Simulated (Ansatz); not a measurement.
GaAs:

```xyz
2
Lattice="0.0000 2.8268 2.8268 2.8268 0.0000 2.8268 2.8268 2.8268 0.0000" Properties=species:S:1:pos:R:3 pbc="T T T"
As    4.2403    4.2403    4.2403
Ga    0.0000    0.0000    0.0000
```

| Property | Result |
| --- | --- |
| Program | Ansatz 0.2.0 |
| Task | relaxation of cell and atoms |
| Functional | PBEsol |
| Dispersion | D3(BJ) |
| Potentials or basis | all-electron LAPW, scalar-relativistic |
| Basis error allowed | 0.001 eV/atom |
| k mesh | 8 × 8 × 8 |
| Occupations | fermi-dirac, width 0.05 eV |
| Spin | no spin polarisation |

At the start: volume 22.59 Å³/atom.

**Question.** How do energy, volume and symmetry change on relaxing?

**Answer.** Over 4 steps the energy falls by 3.7 meV/atom and the volume is 21.98 Å³/atom (-2.7 %); space group F-43m (No. 216, to 0.05 Å).

Step by step:
```tsv
step	energy change (eV)	largest force (eV/Å)	volume (Å³)
1	0.0000	0.0000	45.18
2	-0.0071	0.0000	44.18
3	-0.0073	0.0000	43.97
4	-0.0073	0.0000	43.97
```

Final structure:
```
As Ga
1.0
     0.00000    2.80133    2.80133
     2.80133    0.00000    2.80133
     2.80133    2.80133    0.00000
As Ga
1 1
Direct
  0.75000 0.75000 0.75000
  0.00000 0.00000 0.00000
```
